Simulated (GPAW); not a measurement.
# CoO (I4/mmm) in GPAW: notebook

Runs on CoO. Level: PBE+U. Tasks: single point.

Everything below comes from runs of GPAW 26.7.0. Logs are shortened: lines on timing, memory, paths and dates and some standing lists are left out, and cuts for length are marked. The log counts tension as positive stress, the text compression.

## 1. Starting point

It takes space group I4/mmm (No. 139, tetragonal). The conventional cell has a = 3.016 Å, b = 3.016 Å, c = 4.215 Å, α = 90.00°, β = 90.00°, γ = 90.00°. Co (site symmetry 4/mmm) has 6 O at 2.11 to 2.13 Å as nearest neighbours. Around O (site symmetry 4/mmm) lie 6 Co at 2.11 to 2.13 Å.

## 2. Single point, PBE+U, collinear spin, ferromagnetic start

Input file run.py:

```python
from ase.dft.bandgap import bandgap
from ase.io import read, write
from ase.units import GPa
from gpaw import GPAW, PW

atoms = read('POSCAR')
atoms.set_initial_magnetic_moments([2.0, 0.0])

calc = GPAW(mode=PW(800),
            xc='PBE',
            kpts={'size': (12, 12, 12), 'gamma': True},
            occupations={'name': 'fermi-dirac', 'width': 0.05},
            setups={'Co': ':d,1.0'},
            nbands=17,
            convergence={'density': 1e-05, 'energy': 1e-05},
            maxiter=150,
            txt='gpaw.txt')
atoms.calc = calc
energy = atoms.get_potential_energy()
forces = atoms.get_forces()
stress = atoms.get_stress()
calc.write('gs.gpw')
write('result.traj', atoms)
print(f'Energy: {energy:.6f} eV')
print('Forces (eV/A):')
print(forces.round(4))
print('Stress (GPa):', (stress / GPa).round(3))
print('Moments:', calc.get_magnetic_moments().round(3))
print('Fermi level:', round(calc.get_fermi_level(), 4), 'eV')
print(f'Gap: {bandgap(calc)[0]:.4f} eV, direct: {bandgap(calc, direct=True)[0]:.4f} eV')
```

Input file POSCAR:

```
CoO
1.0
   -1.5080004400      1.5080004400      2.1072503600
    1.5080004400     -1.5080004400      2.1072503600
    1.5080004400      1.5080004400     -2.1072503600
Co O
1 1
Direct
    0.0000000000      0.0000000000      0.0000000000
    0.5000000000      0.5000000000      0.0000000000
```

Potentials or basis: GPAW PAW data sets (gpaw-data 1.2.1), pw.

Run with:

```bash
$ OMP_NUM_THREADS=1 python run.py
```

gpaw.txt:

```text
__  _  _
 | _ |_)|_||  |
 |__||  | ||/\| - 26.7.0

Input parameters:
  mode=PW(ecut=800.0),
  convergence={'density': 1e-05, 'energy': 1e-05},
  kpts=MonkhorstPack(size=(12, 12, 12), gamma=True),
  maxiter=150,
  nbands=17,
  occupations=Occupations(name='fermi-dirac', width=0.05),
  setups={'Co': ':d,1.0'},
  xc=XC(name='PBE')

Diagonalizing LCAO Hamiltonian
Converting LCAO to pw mode

       O

       Co

Atoms  # Å, Bohr magnetons
|   | symbol |        x |        y |        z |    initial magnetic moments |
|---|--------|----------|----------|----------|-----------------------------|
| 0 |     Co | 0.000000 | 0.000000 | 0.000000 | ( 0.0000,  0.0000,  2.0000) |
| 1 |      O | 0.000000 | 0.000000 | 2.107250 | ( 0.0000,  0.0000,  0.0000) |

Unit cell  # Å
| periodic |         x |         y |         z |  lengths |     angles |
|----------|-----------|-----------|-----------|----------|------------|
|      yes | -1.508000 |  1.508000 |  2.107250 | 2.998105 | 119.604700 |
|      yes |  1.508000 | -1.508000 |  2.107250 | 2.998105 | 119.604700 |
|      yes |  1.508000 |  1.508000 | -2.107250 | 2.998105 |  90.686055 |

Number of symmetries: 16
Symmetry operations  # r_c * U_cc + t_c -> r_c
|    | kind |            matrix            |
|----|------|------------------------------|
|  0 |  σ   |  1, 1, 1,  0, 0,-1,  0,-1, 0 |
|  1 |  C4  |  1, 1, 1,  0, 0,-1, -1, 0, 0 |
|  2 |  E   |  1, 0, 0,  0, 1, 0,  0, 0, 1 |
|  3 |  σ   |  1, 0, 0,  0, 1, 0, -1,-1,-1 |
|  4 |  σ   |  0, 1, 0,  1, 0, 0,  0, 0, 1 |
|  5 |  C2  |  0, 1, 0,  1, 0, 0, -1,-1,-1 |
|  6 |  C2  |  0, 0, 1, -1,-1,-1,  1, 0, 0 |
|  7 |  S4  |  0, 0, 1, -1,-1,-1,  0, 1, 0 |
|  8 |  C4  |  0, 0,-1,  1, 1, 1,  0,-1, 0 |
|  9 |  σ   |  0, 0,-1,  1, 1, 1, -1, 0, 0 |
| 10 |  σ   |  0,-1, 0, -1, 0, 0,  1, 1, 1 |
| 11 |  C2  |  0,-1, 0, -1, 0, 0,  0, 0,-1 |
| 12 |  C2  | -1, 0, 0,  0,-1, 0,  1, 1, 1 |
| 13 |  i   | -1, 0, 0,  0,-1, 0,  0, 0,-1 |
| 14 |  S4  | -1,-1,-1,  0, 0, 1,  1, 0, 0 |
| 15 |  C2  | -1,-1,-1,  0, 0, 1,  0, 1, 0 |

BZ-sampling:
  Number of BZ points: 1728
  Number of IBZ points: 163

  Monkhorst-Pack size: [12, 12, 12]
  Monkhorst-Pack shift: [0.041666666666666664, 0.041666666666666664, 0.041666666666666664]

K-points  # in reciprocal-cell coordinates
|     |                                coordinates |     weight |
|-----|--------------------------------------------|------------|
|   0 | ( -0.00000000,  -0.00000000,  -0.00000000) | 0.00057870 |
|   1 | (  0.08333333,  -0.08333333,  -0.00000000) | 0.00231481 |
|   2 | (  0.08333333,  -0.08333333,   0.08333333) | 0.00231481 |
|   3 | (  0.08333333,  -0.00000000,  -0.00000000) | 0.00462963 |
|   4 | (  0.08333333,   0.08333333,  -0.08333333) | 0.00115741 |
|   5 | (  0.16666667,  -0.16666667,  -0.00000000) | 0.00231481 |
|   6 | (  0.16666667,  -0.16666667,   0.08333333) | 0.00462963 |
|   7 | (  0.16666667,  -0.16666667,   0.16666667) | 0.00231481 |
|   8 | (  0.16666667,  -0.08333333,  -0.00000000) | 0.00925926 |
|   9 | (  0.16666667,  -0.08333333,   0.08333333) | 0.00462963 |
| ... |                                            |            |
| 162 | (  0.50000000,   0.50000000,   0.50000000) | 0.00057870 |

Plane wave coefficients: 1000
Cutoff: 800.0 eV

Spin-components: 2 (collinear spins)
Bands:           17
Projectors:      11
Spin-degeneracy: 1
Datatype:        complex128

Parallelization:
  kpt:    1
  domain: 1
  band:   1

Density:
  Valence electrons: 15.0
  Components: 2
  Grid points: [20 20 20]
  Charge: 0.0  # |e|

Potential:
  Grid points: [20 20 20]

species:
  Co:
    name:    Cobalt
    Z:       27.0
    valence: 9
    core:    18
    charge:  0.0  # [|e|]
    Hubbard: {U: 1.0,  # eV
              l: 2,
              scale: True}
    compensation charges:
      type: gauss
      rc: 0.32  # [Å]
      lmax: 2
    cutoffs:
      filter: 1.87  # [Å]
      core: 2.55  # [Å]
    projectors
    | kind |    occ | energy [eV] | rcut [Å] |
    |------|--------|-------------|----------|
    |   4s |  2.000 |      -5.469 |    1.005 |
    |   4p |  0.000 |      -1.277 |    1.058 |
    |   3d |  7.000 |      -8.205 |    1.005 |
    |    s |        |      21.742 |    1.005 |
    |    p |        |      25.934 |    1.058 |
    |    d |        |      19.007 |    1.005 |

    Using partial waves for Co as LCAO basis

  O:
    name:    Oxygen
    Z:       8.0
    valence: 6
    core:    2
    charge:  0.0  # [|e|]
    compensation charges:
      type: gauss
      rc: 0.21  # [Å]
      lmax: 2
    cutoffs:
      filter: 1.17  # [Å]
      core: 0.83  # [Å]
    projectors
    | kind |    occ | energy [eV] | rcut [Å] |
    |------|--------|-------------|----------|
    |   2s |  2.000 |     -23.961 |    0.688 |
    |   2p |  4.000 |      -9.029 |    0.598 |
    |    s |        |       3.251 |    0.688 |
    |    p |        |      18.182 |    0.598 |
    |    d |        |       0.000 |    0.619 |

    Using partial waves for O as LCAO basis

Reference energy: -39943.562207  # eV

eigensolver:
  PPCG
  Converge bands: occupied
  niter=2

density mixing:
  MSR1-Mixer
  Pratt-step length: 0.05
  Maximum mixing coefficient: 0.75
  Old densities: 10
  SVD Regularization: 0.005
  Good broyden scale: 1.0
  Trust region scale: 1.0
  Backstep threshold: 4.0
  History deletion threshold: 6.0
  Fourier metric: weight=20.0, sigma=0.015

occupation numbers:
  Fermi-Dirac:
    width: 0.0500  # eV

poisson solver:
  ecut: 6400.0  # eV

xc functional:
  name: PBE with 2 nearest neighbor stencil

convergence criteria:
- Maximum integral of absolute [dens]ity change: 1e-05 electrons / valence electron
- Maximum [total energy] change in last 3 cyles: 1e-05 eV / valence electron
- Maximum integral of absolute [eigenst]ate change: 4e-08 eV^2 / valence electron
maximum number of iterations: 150

SCF iterations
|iter     | |      energy | eigst |  dens |  magmom |
|---------|-|-------------|-------|-------|---------|
|iter:   1| |  -14.098562 | -0.05 |       |  +2.0015|
|iter:   2| |  -13.941551 | -2.07 | -0.78 |  +2.0508|
|iter:   3| |  -13.870750 | -1.80 | -0.82 |  +2.4955|
|iter:   4| |  -13.998417 | -2.27 | -1.21 |  +2.7748|
|iter:   5| |  -14.036904 | -3.17 | -1.61 |  +2.8747|
|iter:   6| |  -14.040240 | -3.01 | -1.70 |  +2.9816|
|iter:   7| |  -14.048828 | -3.78 | -2.14 |  +2.9922|
|iter:   8| |  -14.060730 | -3.83 | -2.07 |  +2.9884|
|iter:   9| |  -14.049449 | -3.85 | -2.03 |  +2.9863|
|iter:  10| |  -14.077209 | -3.06 | -2.06 |  +2.9805|
|iter:  11| |  -14.074434 | -2.78 | -2.21 |  +2.9891|
|iter:  12| |  -14.082826 | -3.36 | -1.93 |  +2.9932|
|iter:  13| |  -14.083298 | -4.53 | -2.47 |  +2.9962|
|iter:  14| |  -14.083287 | -4.88 | -2.95 |  +2.9974|
|iter:  15| |  -14.083332c| -5.24 | -3.34 |  +2.9976|
|iter:  16| |  -14.083322c| -5.56 | -3.31 |  +2.9975|
|iter:  17| |  -14.083336c| -6.46 | -3.73 |  +2.9975|
|iter:  18| |  -14.083334c| -7.67c| -4.26 |  +2.9975|
|iter:  19| |  -14.083334c| -8.11c| -5.03c|  +2.9975|

Converged in 19 steps
Energy contributions relative to reference atoms: (reference = -39943.562207)

Energy contributions:
  Kinetic:          30.702836
  Coulomb:         -26.580534
  Zero:              0.094921
  External:          0.000000
  Xc:              -18.292440
  Entropy:          -0.016235
  Spinorbit:         0.000000
  ----------------------------
  Free energy:     -14.091452
  Extrapolated:    -14.083334

dipole moment: (-8.244197, -8.244197, 0.308881)  # |e|*Ang

Total magnetic moment: (0.000000, 0.000000, 2.997519)

Local magnetic moments
|        x |        y |        z |
|----------|----------|----------|
| 0.000000 | 0.000000 | 2.612470 |  # Co   0
| 0.000000 | 0.000000 | 0.227630 |  # O    1

Fermi level: 8.877
Eigenvalues  # (at kpt = [-0.000, -0.000, -0.000])
| band index |      eig [eV] | occ [0-1] |      eig [eV] | occ [0-1] |
|------------|---------------|-----------|---------------|-----------|
|          0 |       -11.366 |     1.000 |       -10.887 |     1.000 |
|          1 |         4.805 |     1.000 |         6.225 |     1.000 |
|          2 |         4.974 |     1.000 |         6.328 |     1.000 |
|          3 |         4.974 |     1.000 |         6.328 |     1.000 |
|          4 |         5.184 |     1.000 |         7.350 |     1.000 |
|          5 |         5.667 |     1.000 |         7.842 |     1.000 |
[... 9 lines left out ...]
|         15 |        30.241 |     0.000 |        31.196 |     0.000 |
|         16 |        30.413 |     0.000 |        31.598 |     0.000 |

No gap
No difference between direct/indirect transitions

Forces  # eV/Ang
|       x |       y |        z |
|---------|---------|----------|
| 0.00000 | 0.00000 | -0.00000 |  # Co   0
| 0.00000 | 0.00000 |  0.00000 |  # O    1

Stress tensor  # eV/Ang^3
|         x |         y |        z |
|-----------|-----------|----------|
| -0.031807 |  0.000000 | 0.000000 |
|  0.000000 | -0.031807 | 0.000000 |
|  0.000000 |  0.000000 | 0.017835 |

# Writing to gs.gpw (mode='')
```

stdout:

```text
Energy: -14.083334 eV
Forces (eV/A):
[[ 0.  0. -0.]
 [ 0.  0.  0.]]
Stress (GPa): [-5.096 -5.096  2.857  0.     0.     0.   ]
Moments: [2.612 0.228]
Fermi level: 8.8768 eV
Gap: 0.0000 eV, direct: 0.0000 eV
```

Run time: 2.3 min. Hardware: 1 thread of Arm Neoverse V2, shared host; peak memory 0.27 GiB.

What came out:

```
Free energy            : -14.0915 eV
Pressure               : 2.4 GPa
Band gap on the k mesh : none (metal or under the smearing width)
Net moment             : 3.00 μB per cell
Site moments           : Co +2.61; O +0.23 μB
```

Levels at points of the mesh, in eV from the Fermi level:
Spin up:
```
           k point  band 5  band 6  band 7  band 8  band 9  band 10  band 11  band 12  band 13
(0.00, 0.00, 0.00)   -3.69   -3.21   -3.07   -3.07   -3.02     0.96    16.84    17.83    17.83
(0.50, 0.00, 0.50)   -3.14   -2.86   -2.05   -0.20   -0.09     4.99     9.37    13.25    13.48
(0.50, 0.50, 0.00)   -4.26   -3.67   -2.90   -2.87   -2.02     5.76     9.82    11.44    15.79
(0.50, 0.50, 0.50)   -3.94   -3.32   -3.17   -2.91   -2.91     5.81     9.89    11.62    15.67
```
Spin down:
```csv
k point,band 2,band 3,band 4,band 5,band 6,band 7,band 8,band 9,band 10,band 11
"(0.00, 0.00, 0.00)",-2.65,-2.55,-2.55,-1.53,-1.04,-1.04,0.23,0.82,1.51,16.69
"(0.50, 0.00, 0.50)",-7.72,-4.69,-4.50,-0.49,0.05,0.24,2.96,3.37,5.25,10.17
"(0.50, 0.50, 0.00)",-6.51,-3.95,-3.79,-2.20,-0.35,0.29,0.80,1.73,6.67,10.25
"(0.50, 0.50, 0.50)",-6.55,-3.88,-3.88,-2.67,0.27,0.27,1.21,1.37,6.68,10.38
```

Caveat: a cell with one magnetic atom can't hold antiferromagnetic order, which such compounds often take.

## 3. Single point, PBE+U, collinear spin, ferromagnetic start

Edit run.py of step 2 so:

```diff
@@ -12,3 +12,3 @@
             occupations={'name': 'fermi-dirac', 'width': 0.05},
-            setups={'Co': ':d,1.0'},
+            setups={'Co': ':d,2.0'},
             nbands=17,
```

POSCAR is that of step 2.

Potentials or basis: GPAW PAW data sets (gpaw-data 1.2.1), pw.

Run with:

```bash
$ OMP_NUM_THREADS=1 python run.py
```

It took 91 s on 1 thread of Arm Neoverse V2, shared host; peak memory 0.27 GiB.

Results (log left out):

```yaml
Free_energy: -13.7680 eV
Pressure: 3.0 GPa
Band_gap_on_the_k_mesh: none (metal or under the smearing width)
Net_moment: 3.00 μB per cell
Site_moments: Co +2.65; O +0.21 μB
```

Stress tensor (GPa, compression positive):
```
 5.65  0.00  0.00
 0.00  5.65  0.00
 0.00  0.00 -2.41
```

Levels at points of the mesh, in eV from the Fermi level:
Spin up:
```csv
k point,band 5,band 6,band 7,band 8,band 9,band 10,band 11,band 12,band 13
"(0.00, 0.00, 0.00)",-4.29,-3.53,-3.17,-3.03,-3.03,0.95,16.81,17.68,17.68
"(0.50, 0.00, 0.50)",-3.74,-3.41,-2.53,-0.48,-0.37,4.96,9.37,13.21,13.44
"(0.50, 0.50, 0.00)",-4.32,-4.24,-3.50,-3.46,-2.57,5.72,9.84,11.26,15.78
"(0.50, 0.50, 0.50)",-4.34,-3.94,-3.80,-3.51,-3.51,5.76,9.90,11.44,15.66
```
Spin down:
| k point | band 2 | band 3 | band 4 | band 5 | band 6 | band 7 | band 8 | band 9 | band 10 | band 11 |
| --- | --- | --- | --- | --- | --- | --- | --- | --- | --- | --- |
| (0.00, 0.00, 0.00) | -2.66 | -2.56 | -2.56 | -2.01 | -1.05 | -1.05 | 0.60 | 1.24 | 1.47 | 16.62 |
| (0.50, 0.00, 0.50) | -7.77 | -4.64 | -4.44 | -0.94 | 0.06 | 0.23 | 3.27 | 3.73 | 5.20 | 10.14 |
| (0.50, 0.50, 0.00) | -6.54 | -3.97 | -3.80 | -2.22 | -0.88 | 0.29 | 1.20 | 2.15 | 6.63 | 10.22 |
| (0.50, 0.50, 0.50) | -6.58 | -3.90 | -3.90 | -3.10 | 0.27 | 0.27 | 1.59 | 1.81 | 6.65 | 10.35 |

Caveat: a cell with one magnetic atom can't hold antiferromagnetic order, which such compounds often take. The state reached can hang on the start; a lower one may exist.

## 4. Single point, PBE+U, collinear spin, ferromagnetic start

Edit run.py of step 3 so:

```diff
@@ -12,3 +12,3 @@
             occupations={'name': 'fermi-dirac', 'width': 0.05},
-            setups={'Co': ':d,2.0'},
+            setups={'Co': ':d,3.0'},
             nbands=17,
```

POSCAR is that of step 3.

Run with:

```bash
$ OMP_NUM_THREADS=1 python run.py
```

It took 89 s on 1 thread of Arm Neoverse V2, shared host; peak memory 0.27 GiB.

It converged, with:

- Free energy: -13.4699 eV
- Pressure: 3.5 GPa
- Band gap on the k mesh: none (metal or under the smearing width)
- Net moment: 3.00 μB per cell
- Site moments: Co +2.69; O +0.19 μB

Stress tensor (GPa, compression positive):
```
 6.09  0.00  0.00
 0.00  6.09  0.00
 0.00  0.00 -1.79
```

Levels at points of the mesh, in eV from the Fermi level:
Spin up:
```tsv
k point	band 5	band 6	band 7	band 8	band 9	band 10	band 11	band 12	band 13
(0.00, 0.00, 0.00)	-4.90	-4.06	-3.16	-3.01	-3.01	0.93	16.77	17.52	17.52
(0.50, 0.00, 0.50)	-4.33	-3.97	-3.01	-0.73	-0.63	4.93	9.35	13.17	13.39
(0.50, 0.50, 0.00)	-4.43	-4.23	-4.10	-4.06	-3.13	5.67	9.84	11.08	15.76
(0.50, 0.50, 0.50)	-4.41	-4.33	-4.33	-4.11	-4.11	5.71	9.90	11.26	15.64
```
Spin down:
```csv
k point,band 4,band 5,band 6,band 7,band 8,band 9
"(0.00, 0.00, 0.00)",-2.58,-2.51,-1.06,-1.06,0.99,1.44
"(0.50, 0.00, 0.50)",-4.39,-1.39,0.07,0.22,3.61,4.10
"(0.50, 0.50, 0.00)",-3.83,-2.25,-1.41,0.29,1.63,2.58
"(0.50, 0.50, 0.50)",-3.93,-3.54,0.27,0.27,2.00,2.26
```

Caveat: a cell with one magnetic atom can't hold antiferromagnetic order, which such compounds often take. The state reached can hang on the start; a lower one may exist.

## 5. Single point, PBE+U, collinear spin, ferromagnetic start

Edit run.py of step 4 so:

```diff
@@ -12,3 +12,3 @@
             occupations={'name': 'fermi-dirac', 'width': 0.05},
-            setups={'Co': ':d,3.0'},
+            setups={'Co': ':d,4.0'},
             nbands=17,
```

POSCAR is that of step 4.

Run with:

```bash
$ OMP_NUM_THREADS=1 python run.py
```

It took 85 s on 1 thread of Arm Neoverse V2, shared host; peak memory 0.27 GiB.

The run converged. Its results:

- Free energy: -13.1931 eV
- Pressure: 4.0 GPa
- Band gap on the k mesh: none (metal or under the smearing width)
- Net moment: 3.00 μB per cell
- Site moments: Co +2.72; O +0.17 μB

Stress tensor (GPa, compression positive):
```
 6.53  0.00  0.00
 0.00  6.53  0.00
 0.00  0.00 -1.12
```

Levels at points of the mesh, in eV from the Fermi level:
Spin up:
| k point | band 5 | band 6 | band 7 | band 8 | band 9 | band 10 | band 11 | band 12 | band 13 |
| --- | --- | --- | --- | --- | --- | --- | --- | --- | --- |
| (0.00, 0.00, 0.00) | -5.51 | -4.60 | -3.15 | -3.01 | -3.01 | 0.90 | 16.72 | 17.36 | 17.36 |
| (0.50, 0.00, 0.50) | -4.92 | -4.52 | -3.49 | -0.96 | -0.87 | 4.89 | 9.32 | 13.12 | 13.34 |
| (0.50, 0.50, 0.00) | -4.70 | -4.66 | -4.44 | -4.23 | -3.71 | 5.62 | 9.82 | 10.90 | 15.73 |
| (0.50, 0.50, 0.50) | -5.03 | -4.71 | -4.71 | -4.34 | -4.34 | 5.66 | 9.89 | 11.07 | 15.61 |
Spin down:
```csv
k point,band 3,band 4,band 5,band 6,band 7,band 8,band 9,band 10
"(0.00, 0.00, 0.00)",-2.72,-2.62,-2.62,-1.07,-1.07,1.28,1.52,2.09
"(0.50, 0.00, 0.50)",-4.60,-4.35,-1.84,0.08,0.22,3.97,4.49,5.08
"(0.50, 0.50, 0.00)",-4.04,-3.87,-2.27,-1.96,0.29,2.07,3.01,6.56
"(0.50, 0.50, 0.50)",-4.00,-3.97,-3.97,0.27,0.27,2.42,2.72,6.58
```

Caveat: a cell with one magnetic atom can't hold antiferromagnetic order, which such compounds often take. The state reached can hang on the start; a lower one may exist.

## 6. Single point, PBE+U, collinear spin, ferromagnetic start

Edit run.py of step 5 so:

```diff
@@ -12,3 +12,3 @@
             occupations={'name': 'fermi-dirac', 'width': 0.05},
-            setups={'Co': ':d,4.0'},
+            setups={'Co': ':d,5.0'},
             nbands=17,
```

POSCAR is that of step 5.

Potentials or basis: GPAW PAW data sets (gpaw-data 1.2.1), pw.

Run with:

```bash
$ OMP_NUM_THREADS=1 python run.py
```

It took 84 s on 1 thread of Arm Neoverse V2, shared host; peak memory 0.27 GiB.

The run converged. Its results:

```
Free energy            : -12.9355 eV
Pressure               : 4.5 GPa
Band gap on the k mesh : none (metal or under the smearing width)
Net moment             : 3.00 μB per cell
Site moments           : Co +2.75; O +0.16 μB
```

Stress tensor (GPa, compression positive):
```
 6.98  0.00  0.00
 0.00  6.98  0.00
 0.00  0.00 -0.43
```

Levels at points of the mesh, in eV from the Fermi level:
Spin up:
| k point | band 6 | band 7 | band 8 | band 9 | band 10 | band 11 | band 12 | band 13 |
| --- | --- | --- | --- | --- | --- | --- | --- | --- |
| (0.00, 0.00, 0.00) | -5.15 | -3.16 | -3.02 | -3.02 | 0.86 | 16.66 | 17.19 | 17.19 |
| (0.50, 0.00, 0.50) | -5.09 | -3.96 | -1.18 | -1.10 | 4.84 | 9.29 | 13.07 | 13.28 |
| (0.50, 0.50, 0.00) | -5.27 | -4.45 | -4.29 | -4.25 | 5.56 | 9.80 | 10.72 | 15.69 |
| (0.50, 0.50, 0.50) | -5.31 | -5.31 | -4.35 | -4.35 | 5.60 | 9.87 | 10.88 | 15.57 |
Spin down:
| k point | band 3 | band 4 | band 5 | band 6 | band 7 | band 8 | band 9 | band 10 |
| --- | --- | --- | --- | --- | --- | --- | --- | --- |
| (0.00, 0.00, 0.00) | -2.76 | -2.66 | -2.66 | -1.08 | -1.08 | 1.27 | 1.89 | 2.53 |
| (0.50, 0.00, 0.50) | -4.63 | -4.33 | -2.29 | 0.09 | 0.22 | 4.35 | 4.90 | 5.01 |
| (0.50, 0.50, 0.00) | -4.08 | -3.91 | -2.51 | -2.29 | 0.29 | 2.52 | 3.44 | 6.52 |
| (0.50, 0.50, 0.50) | -4.47 | -4.02 | -4.02 | 0.28 | 0.28 | 2.85 | 3.18 | 6.54 |

Caveat: a cell with one magnetic atom can't hold antiferromagnetic order, which such compounds often take. The state reached can hang on the start; a lower one may exist.

## 7. The runs side by side

```tsv
U	gap on the mesh (eV)	pressure (GPa)	moment (μB)
Co d U = 1 eV	none	2.4	3.00
Co d U = 2 eV	none	3.0	3.00
Co d U = 3 eV	none	3.5	3.00
Co d U = 4 eV	none	4.0	3.00
Co d U = 5 eV	none	4.5	3.00
```

Alike in all rows: task single point; level PBE+U; potentials or basis GPAW PAW data sets (gpaw-data 1.2.1), pw; spin collinear, ferromagnetic start; cell as given; k mesh 12 × 12 × 12; cutoff (eV) 800; smearing fermi-dirac 0.05 eV.

Every run on the cell as given and a fine mesh finds a metal.

Caveats: a cell with one magnetic atom can't hold antiferromagnetic order, which such compounds often take.

Absolute energies hang on the potentials; compare differences alone.
